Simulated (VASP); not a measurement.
# Si12H5C in VASP: notebook

The runs below take Si12H5C through single point, with PBE.

All numbers are computed with VASP 6.6.1; they aren't measurements. Logs are shortened: lines on timing, memory, paths and dates and some standing lists are left out, and cuts for length are marked.

## Step 1: Starting point

The cell holds a slab with vacuum, 36 atoms: a = 7.681 Å, b = 7.681 Å, c = 22.809 Å, α = 90.00°, β = 90.00°, γ = 90.00°.

The cell was built by a generator and needn't be a form met in nature.

## Step 2: Single point, PBE

Contents of INCAR:

```
  ALGO = Fast
  DIPOL = 0.5 0.5 0.502
  EDIFF = 1E-7
  ENCUT = 520
  GGA = PE
  IDIPOL = 3
  ISIF = 2
  ISMEAR = 0
  LASPH = T
  LCHARG = F
  LDIPOL = T
  LREAL = Auto
  LWAVE = F
  NBANDS = 81
  NELM = 100
  PREC = Accurate
  SIGMA = 0.05
```

Contents of KPOINTS:

```
k-points
0
Gamma
  3 3 1
```

Contents of POSCAR:

```
Si12H5C
1.0
    7.6805938572      0.0000000000      0.0000000000
    0.0000000000      7.6805938572      0.0000000000
    0.0000000000      0.0000000000     22.8087500000
Si H C
24 10 2
Direct
    0.0818714002      0.0221041542      0.6761354898
    0.1136886892      0.5142401934      0.6402721454
    0.3984336690      0.0383082639      0.6639711637
    0.4182054166      0.4794959276      0.6608755283
    0.0114071639      0.2462402968      0.6065493303
    0.0101545448      0.7846357256      0.6139733473
    0.4822878958      0.2516436569      0.5959984964
    0.4969609939      0.7614821154      0.6217086765
    0.2396175859      0.2462734406      0.5370790821
    0.2615084859      0.7392502663      0.5515130211
    0.7536263238      0.2523535680      0.5494637783
    0.7487309118      0.7565352342      0.5575407042
    0.2465552506     -0.0144320516      0.4860759296
    0.2521638022      0.5031122249      0.4842861576
    0.7485246958     -0.0017749739      0.4912546549
    0.7525045696      0.5081312481      0.4923605699
   -0.0052605352     -0.0040315084      0.4283049397
   -0.0029479556      0.5041180986      0.4283066370
    0.5011480347     -0.0022498591      0.4287485272
    0.5068527164      0.5017092005      0.4283293860
    0.0000000000      0.2500000000      0.3691565737
    0.0000000000      0.7500000000      0.3691565737
    0.5000000000      0.2500000000      0.3691565737
    0.5000000000      0.7500000000      0.3691565737
   -0.1510299882      0.2500000000      0.3288211761
    0.1510299882      0.2500000000      0.3288211761
   -0.1510299882      0.7500000000      0.3288211761
    0.1510299882      0.7500000000      0.3288211761
    0.3489700118      0.2500000000      0.3288211761
    0.6510299882      0.2500000000      0.3288211761
    0.3489700118      0.7500000000      0.3288211761
    0.6510299882      0.7500000000      0.3288211761
    0.4934762281      0.1079002394      0.7733154212
    0.4899161098      0.4183505802      0.7721709412
    0.4684380195      0.1724817776      0.7312561565
    0.4668994925      0.3496103415      0.7307552539
```

Potentials or basis: VASP PAW PBE potentials, release 64 (Si, H, C).

Run with:

```bash
$ cat potpaw_PBE.64/Si/POTCAR potpaw_PBE.64/H/POTCAR potpaw_PBE.64/C/POTCAR > POTCAR
$ mpirun -np 1 vasp_std > vasp.out
```

OUTCAR:

```text
EDIFF = 1E-7
   ENCUT = 520
   GGA = PE
   ISIF = 2
   ISMEAR = 0
   LASPH = T
   LREAL = Auto
   NELM = 100
   PREC = Accurate

 ion  position               nearest neighbor table
   1  0.082  0.022  0.676-   6 2.37   5 2.40   3 2.45
   2  0.114  0.514  0.640-   6 2.30   5 2.33   4 2.40  10 2.89
   3  0.398  0.038  0.664-  35 1.93   7 2.35   1 2.45   8 2.45
   4  0.418  0.479  0.661-  36 1.92   7 2.34   2 2.40   8 2.42
   5  0.011  0.246  0.607-   2 2.33   9 2.36  11 2.37   1 2.40
   6  0.010  0.785  0.614-   2 2.30   1 2.37  12 2.39  10 2.42
   7  0.482  0.252  0.596-   9 2.30  11 2.34   4 2.34   3 2.35
   8  0.497  0.761  0.622-   4 2.42  10 2.42  12 2.43   3 2.45
   9  0.240  0.246  0.537-   7 2.30  14 2.31  13 2.32   5 2.36
  10  0.262  0.739  0.552-  14 2.38  13 2.41   8 2.42   6 2.42   2 2.89
  11  0.754  0.252  0.549-   7 2.34  16 2.36  15 2.36   5 2.37
  12  0.749  0.757  0.558-  15 2.39   6 2.39  16 2.42   8 2.43
  13  0.247  0.986  0.486-   9 2.32  17 2.34  19 2.35  10 2.41
  14  0.252  0.503  0.484-   9 2.31  20 2.34  18 2.34  10 2.38
  15  0.749  0.998  0.491-  11 2.36  17 2.37  19 2.38  12 2.39
  16  0.753  0.508  0.492-  11 2.36  18 2.38  20 2.39  12 2.42
  17  0.995  0.996  0.428-  22 2.32  13 2.34  21 2.37  15 2.37
  18  0.997  0.504  0.428-  22 2.32  14 2.34  21 2.37  16 2.38
  19  0.501  0.998  0.429-  24 2.34  13 2.35  23 2.37  15 2.38
  20  0.507  0.502  0.428-  14 2.34  24 2.34  23 2.36  16 2.39
  21  0.000  0.250  0.369-  25 1.48  26 1.48  17 2.37  18 2.37
  22  0.000  0.750  0.369-  27 1.48  28 1.48  18 2.32  17 2.32
  23  0.500  0.250  0.369-  29 1.48  30 1.48  20 2.36  19 2.37
  24  0.500  0.750  0.369-  31 1.48  32 1.48  20 2.34  19 2.34
  25  0.849  0.250  0.329-  21 1.48
  26  0.151  0.250  0.329-  21 1.48
  27  0.849  0.750  0.329-  22 1.48
  28  0.151  0.750  0.329-  22 1.48
  29  0.349  0.250  0.329-  23 1.48
  30  0.651  0.250  0.329-  23 1.48
  31  0.349  0.750  0.329-  24 1.48
  32  0.651  0.750  0.329-  24 1.48
  33  0.493  0.108  0.773-  35 1.10
  34  0.490  0.418  0.772-  36 1.10
  35  0.468  0.172  0.731-  33 1.10  36 1.36   3 1.93
  36  0.467  0.350  0.731-  34 1.10  35 1.36   4 1.92

  LATTYP: Found a simple tetragonal cell.
 ALAT       =     7.6805938572
 C/A-ratio  =     2.9696596935

  Lattice vectors:

 A1 = (   7.6805938572,   0.0000000000,   0.0000000000)
 A2 = (   0.0000000000,   7.6805938572,   0.0000000000)
 A3 = (   0.0000000000,   0.0000000000,  22.8087500000)

Analysis of symmetry for initial positions (statically):
=====================================================================
 Subroutine PRICEL returns:
 Original cell was already a primitive cell.

 Routine SETGRP: Setting up the symmetry group for a
 simple tetragonal supercell.

 Subroutine GETGRP returns: Found  1 space group operations
 (whereof  1 operations were pure point group operations)
 out of a pool of 16 trial point group operations.

The static configuration has the point symmetry C_1 .

Analysis of symmetry for dynamics (positions and initial velocities):
=====================================================================
 Subroutine PRICEL returns:
 Original cell was already a primitive cell.

 Routine SETGRP: Setting up the symmetry group for a
 simple tetragonal supercell.

 Subroutine GETGRP returns: Found  1 space group operations
 (whereof  1 operations were pure point group operations)
 out of a pool of 16 trial point group operations.

The dynamic configuration has the point symmetry C_1 .

 Subroutine INISYM returns: Found  1 space group operations
 (whereof  1 operations are pure point group operations),
 and found     1 'primitive' translations

----------------------------------------------------------------------------------------

                                     Primitive cell

  volume of cell :    1345.5229

  direct lattice vectors                    reciprocal lattice vectors
     7.680593857  0.000000000  0.000000000     0.130198266  0.000000000  0.000000000
     0.000000000  7.680593857  0.000000000     0.000000000  0.130198266  0.000000000
     0.000000000  0.000000000 22.808750000     0.000000000  0.000000000  0.043842823

  length of vectors
[... 85 lines left out ...]
 generate k-points for:    3    3    1

 Generating k-lattice:

  Cartesian coordinates                     Fractional coordinates (reciprocal lattice)
     0.043399422  0.000000000  0.000000000     0.333333333  0.000000000  0.000000000
     0.000000000  0.043399422  0.000000000     0.000000000  0.333333333  0.000000000
     0.000000000  0.000000000  0.043842823     0.000000000  0.000000000  1.000000000

  Length of vectors
     0.043399422  0.043399422  0.043842823

  Shift w.r.t. Gamma in fractional coordinates (k-lattice)
     0.000000000  0.000000000  0.000000000

 Subroutine IBZKPT returns following result:
 ===========================================

 Found      5 irreducible k-points:

 Following reciprocal coordinates:
            Coordinates               Weight
  0.000000  0.000000  0.000000      1.000000
  0.333333  0.000000  0.000000      2.000000
  0.000000  0.333333  0.000000      2.000000
  0.333333  0.333333  0.000000      2.000000
 -0.333333  0.333333  0.000000      2.000000
   k-points           NKPTS =      5   k-points in BZ     NKDIM =      5   number of bands    NBANDS=     81
   number of dos      NEDOS =    301   number of ions     NIONS =     36
   total plane-waves  NPLWV = 648000
   dimension x,y,z NGX =    60 NGY =   60 NGZ =  180
   dimension x,y,z NGXF=   120 NGYF=  120 NGZF=  360
   ions per type =              24  10   2
   NGX,Y,Z   is equivalent  to a cutoff of  12.99, 12.99, 13.12 a.u.
   NGXF,Y,Z  is equivalent  to a cutoff of  25.97, 25.97, 26.24 a.u.
 SYSTEM =  unknown system
   PREC   = accura    normal or accurate (medium, high low for compatibility)
   ISTART =      0    job   : 0-new  1-cont  2-samecut
   ICHARG =      2    charge: 1-file 2-atom 10-const
   ISPIN  =      1    spin polarized calculation?
   LNONCOLLINEAR =      F non collinear calculations
   LSORBIT =      F    spin-orbit coupling
   LASPH  =      T    aspherical Exc in radial PAW
   ENCUT  =  520.0 eV  38.22 Ry    6.18 a.u.  14.28 14.28 42.41*2*pi/ulx,y,z
   NELM   =    100;   NELMIN=  2; NELMDL= -5     # of ELM steps
   EDIFF  = 0.1E-06   stopping-criterion for ELM
   LREAL  =      T    real-space projection
   EDIFFG = 0.1E-05   stopping-criterion for IOM
   NSW    =      0    number of steps for IOM
   IBRION =     -1    ionic relax: 0-MD 1-quasi-New 2-CG
   NFREE  =      0    steps in history (QN), initial steepest desc. (CG)
   ISIF   =      2    stress and relaxation
   ISYM   =      2    0-nonsym 1-usesym 2-fastsym
   POTIM  = 0.5000    time-step for ionic-motion
   TEBEG  =    0.0;   TEEND  =   0.0 temperature during run
   PSTRESS=    0.0 pullay stress
   NELECT =     114.0000    total number of electrons
   NUPDOWN=      -1.0000    fix difference up-down
   EMIN   =  10.00;   EMAX   =-10.00  energy-range for DOS
   EFERMI =   0.00;   METHOD = LEGACY
   ISMEAR =     0;   SIGMA  =   0.05  broadening in eV -4-tet -1-fermi 0-gaus
   EFERMI_NEDOS =   21; number of points for ismear=-14 and -15
   IALGO  =     68    algorithm
   IMIX   =      4    mixing-type and parameters
     AMIX     =   0.40;   BMIX     =  1.00
     AMIX_MAG =   1.60;   BMIX_MAG =  1.00
  volume/ion in A,a.u.               =      37.38       252.22
  Fermi-wavevector in a.u.,A,eV,Ry     =   0.719028  1.358767  7.034238  0.517002
  Thomas-Fermi vector in A             =   1.808119
   LORBIT       =      0    0 simple, 1 ext, 2 COOP (PROOUT), +10 PAW based schemes
   GGA     = PE    functional components
   LHFCALC =     F    Hartree Fock is set to
   AEXX    =    0.0000 exact exchange contribution
   IVDW    =     0    specifies the selected vdW correction
   LEPSILON=     F    determine dielectric tensor
   LRPA    =     F    only Hartree local field effects (RPA)
 non-spin polarized calculation
 RMM-DIIS sequential band-by-band and
 Gauss-broadening in eV      SIGMA  =   0.05
  energy-cutoff  :      520.00
  volume of cell :     1345.52
 maximum number of plane-waves:     36234
 NGX is ok and might be reduce to    60
   NGX = 29   NGY = 29   NGZ = 85

 dipolmoment           0.000000      0.000000      0.000029 electrons x Angstroem

 number of electron     114.0000004 magnetization

 dipolmoment           0.000000      0.000000     -0.101157 electrons x Angstroem

 Free energy of the ion-electron system (eV)
  ---------------------------------------------------
  ext. energy  EPLUGINS =         0.00000000
  ---------------------------------------------------
  free energy    TOTEN  =      -176.17683072 eV

  energy without entropy =     -176.17683072  energy(sigma->0) =     -176.17683072

 E-fermi :  -0.5707     XC(G=0):  -4.4205

 val. band max:       -0.8056158499   @ k =   0.3333   0.3333   0.0000
 cond. band min:      -0.2837934843   @ k =   0.0000   0.0000   0.0000
 fundamental gap:      0.5218223656
 Fermi energy:        -0.5706765524

 k-point     1 :       0.0000    0.0000    0.0000
  band No.  band energies     occupation
      1     -15.2086      2.00000
      2     -12.2382      2.00000
      3     -11.3915      2.00000
      4     -10.6392      2.00000
      5     -10.3994      2.00000
      6     -10.3517      2.00000
[... 349 lines left out ...]
     68       2.2653      0.00000
     69       2.3764      0.00000
 [bands above 69 left out]

------------------------ aborting loop because EDIFF is reached ----------------------------------------

 vacuum level on the upper side and lower side of the slab       (xc-potential included)        -0.218         0.096

  FORCE on cell =-STRESS in cart. coord.  units (eV):
  Direction    XX          YY          ZZ          XY          YZ          ZX
  --------------------------------------------------------------------------------------
  -------------------------------------------------------------------------------------
  Total       13.6127887     -2.2760124     -0.2404330     -0.5911609      0.0285147      0.0099456
  in kB       16.2093873     -2.7101549     -0.2862949     -0.7039231      0.0339538      0.0118427
  external PRESSURE =       4.4043125 kB  Pullay stress =       0.0000000 kB

 VOLUME and BASIS-vectors are now :
 -----------------------------------------------------------------------------
  energy-cutoff  :      520.00
  volume of cell :     1345.52
      direct lattice vectors                 reciprocal lattice vectors
     7.680593857  0.000000000  0.000000000     0.130198266  0.000000000  0.000000000
     0.000000000  7.680593857  0.000000000     0.000000000  0.130198266  0.000000000
     0.000000000  0.000000000 22.808750000     0.000000000  0.000000000  0.043842823

 POSITION                                       TOTAL-FORCE (eV/Angst)
 -----------------------------------------------------------------------------------
      0.62882      0.16977     15.42181        -0.000152      0.000214     -0.006728
      0.87320      3.94967     14.60381        -0.000240     -0.000111     -0.001638
      3.06021      0.29423     15.14435        -0.003568      0.000353     -0.004876
      3.21207      3.68281     15.07374        -0.002963     -0.004185     -0.005583
      0.08761      1.89127     13.83463         0.002214      0.000816     -0.002018
      0.07799      6.02647     14.00396         0.003719     -0.005332     -0.000925
[... 28 lines left out ...]
      3.59788      1.32476     16.67904        -0.004801     -0.056730     -0.018329
      3.58607      2.68522     16.66761        -0.004855      0.060808     -0.016089
 -----------------------------------------------------------------------------------
    total drift:                               -0.004046      0.000402      0.008719

  FREE ENERGIE OF THE ION-ELECTRON SYSTEM (eV)
  ---------------------------------------------------
  free  energy   TOTEN  =      -176.1768307178 eV

  energy  without entropy=     -176.1768307178  energy(sigma->0) =     -176.17683072

 vacuum level on the upper side and lower side of the slab         3.653         3.973
```

It took 17 min on 1 thread of Intel Xeon 6975P-C (Granite Rapids), shared host; peak memory 1.3 GiB.

What came out:

```
Free energy            : -176.1768 eV
Largest force          : 0.467 eV/Å
Band gap on the k mesh : 0.52 eV, indirect (least direct gap 0.76 eV)
```

Forces on the atoms (eV/Å):
```
Si   0.000  0.000 -0.007
Si   0.000  0.000 -0.002
Si  -0.004  0.000 -0.005
Si  -0.003 -0.004 -0.006
Si   0.002  0.001 -0.002
Si   0.004 -0.005 -0.001
Si   0.000  0.000  0.001
Si  -0.002 -0.004 -0.002
Si   0.003  0.001  0.002
Si  -0.002  0.003 -0.003
Si   0.001  0.001  0.002
Si   0.003  0.003  0.000
Si   0.000  0.003  0.001
Si   0.001 -0.002  0.003
Si   0.000  0.002  0.000
Si  -0.001 -0.002 -0.001
Si  -0.001 -0.004  0.001
Si   0.001  0.006  0.000
Si   0.000 -0.001  0.002
Si   0.000  0.001 -0.001
Si  -0.121  0.033  0.315
Si  -0.329 -0.003 -0.331
Si   0.181 -0.005  0.213
Si   0.268 -0.002 -0.123
H    0.108 -0.014 -0.009
H   -0.102  0.001  0.034
H    0.138 -0.010 -0.083
H   -0.105  0.014  0.021
H    0.100  0.037  0.035
H   -0.117 -0.072 -0.030
H    0.102 -0.013  0.031
H   -0.123  0.031 -0.053
H    0.005 -0.012  0.019
H    0.003  0.013  0.015
C   -0.005 -0.057 -0.018
C   -0.005  0.061 -0.016
```

Levels at points of the mesh, in eV from the valence-band top:
| k point | band 54 | band 55 | band 56 | band 57 | band 58 | band 59 | band 60 | band 61 |
| --- | --- | --- | --- | --- | --- | --- | --- | --- |
| (0.00, 0.00, 0.00) | -0.53 | -0.52 | -0.41 | -0.24 | 0.52 | 1.13 | 1.29 | 1.43 |

## Step 3: Single point, PBE

Contents of INCAR:

```
SYSTEM = Si12H5C
PREC = Accurate
ENCUT = 520
EDIFF = 1E-6
ISMEAR = 0
SIGMA = 0.05
LREAL = Auto
LASPH = .TRUE.
NELM = 100
ALGO = Fast
ISIF = 2
LWAVE = .FALSE.
LCHARG = .TRUE.
LDIPOL = .TRUE.
IDIPOL = 3
DIPOL = 0.5 0.5 0.500
GGA = PE
LELF = .TRUE.
LVHAR = .TRUE.
LVACPOTAV = .TRUE.
NBANDS = 81
```

Contents of KPOINTS:

```
regular mesh
0
G
  3 3 1
  0 0 0
```

Contents of POSCAR:

```
Si12H5C
1.0
    7.6805938572      0.0000000000      0.0000000000
    0.0000000000      7.6805938572      0.0000000000
    0.0000000000      0.0000000000     22.8087500000
Si H C
24 10 2
Direct
    0.0950640638      0.0000000000      0.6558338357
    0.0950640638      0.5000000000      0.6558338357
    0.4049359362      0.0390594797      0.6558338357
    0.4049359362      0.4609405203      0.6558338357
    0.0000000000      0.2500000000      0.6072669480
    0.0000000000      0.7500000000      0.6072669480
    0.5000000000      0.2500000000      0.6072669480
    0.5000000000      0.7500000000      0.6072669480
    0.2500000000      0.2500000000      0.5477393544
    0.2500000000      0.7500000000      0.5477393544
    0.7500000000      0.2500000000      0.5477393544
    0.7500000000      0.7500000000      0.5477393544
    0.2500000000      0.0000000000      0.4882117608
    0.2500000000      0.5000000000      0.4882117608
    0.7500000000      0.0000000000      0.4882117608
    0.7500000000      0.5000000000      0.4882117608
    0.0000000000      0.0000000000      0.4286841673
    0.0000000000      0.5000000000      0.4286841673
    0.5000000000      0.0000000000      0.4286841673
    0.5000000000      0.5000000000      0.4286841673
    0.0000000000      0.2500000000      0.3691565737
    0.0000000000      0.7500000000      0.3691565737
    0.5000000000      0.2500000000      0.3691565737
    0.5000000000      0.7500000000      0.3691565737
   -0.1510299882      0.2500000000      0.3288211761
    0.1510299882      0.2500000000      0.3288211761
   -0.1510299882      0.7500000000      0.3288211761
    0.1510299882      0.7500000000      0.3288211761
    0.3489700118      0.2500000000      0.3288211761
    0.6510299882      0.2500000000      0.3288211761
    0.3489700118      0.7500000000      0.3288211761
    0.6510299882      0.7500000000      0.3288211761
    0.4830548957      0.0898561332      0.7667561791
    0.4439954159      0.4101438668      0.7667561791
    0.4830548957      0.1614651793      0.7259823533
    0.4439954159      0.3385348207      0.7259823533
```

Potentials or basis: VASP PAW PBE potentials, release 64 (Si, H, C).

Run with:

```bash
$ cat potpaw_PBE.64/Si/POTCAR potpaw_PBE.64/H/POTCAR potpaw_PBE.64/C/POTCAR > POTCAR
$ mpirun -np 1 vasp_std > vasp.out
```

Run time: 12 min. Hardware: 1 thread of Intel Xeon 6975P-C (Granite Rapids), shared host; peak memory 1.4 GiB.

The run converged. Its results:

```yaml
Free_energy: -174.3622 eV
Largest_force: 5.256 eV/Å
Band_gap_on_the_k_mesh: 0.15 eV, indirect (least direct gap 0.51 eV)
Ionisation_potential_of_the_upper_face: 4.22 eV
```

Forces on the atoms (eV/Å):
```
Si  -0.218  0.263  0.082
Si  -0.228 -0.196 -0.048
Si   0.069 -3.258  1.793
Si  -0.807  3.385  1.250
Si   0.008  0.006  0.247
Si   0.422 -0.006  0.228
Si   1.734 -0.031 -4.962
Si  -0.648  0.127  1.466
Si   0.197  0.066 -0.758
Si   0.192 -0.047 -0.364
Si  -0.121 -0.026  0.191
Si  -0.093 -0.007  0.294
Si  -0.079  0.075 -0.152
Si  -0.116 -0.081 -0.159
Si   0.030  0.061 -0.012
Si   0.058 -0.054 -0.013
Si   0.114 -0.075 -0.191
Si   0.125  0.069 -0.194
Si  -0.100 -0.034 -0.160
Si  -0.107  0.034 -0.154
Si  -0.079  0.009  0.081
Si  -0.137 -0.007  0.047
Si   0.110  0.001  0.068
Si   0.093 -0.001  0.060
H    0.117 -0.004 -0.016
H   -0.110 -0.003  0.011
H    0.121  0.004 -0.036
H   -0.109  0.001  0.012
H    0.103  0.001  0.022
H   -0.114 -0.001 -0.017
H    0.107 -0.001  0.017
H   -0.108  0.001 -0.018
H    0.399 -0.027  0.664
H   -0.002  0.088  0.673
C   -1.899  0.892 -0.309
C    1.079 -1.225  0.355
```

Levels at points of the mesh, in eV from the valence-band top:
```csv
k point,band 53,band 54,band 55,band 56,band 57,band 58,band 59,band 60,band 61,band 62
"(0.00, 0.00, 0.00)",-1.01,-0.85,-0.77,-0.47,-0.38,0.15,0.77,1.05,1.18,1.53
```

PBE gaps usually lie below the measured ones, often by a third to a half.
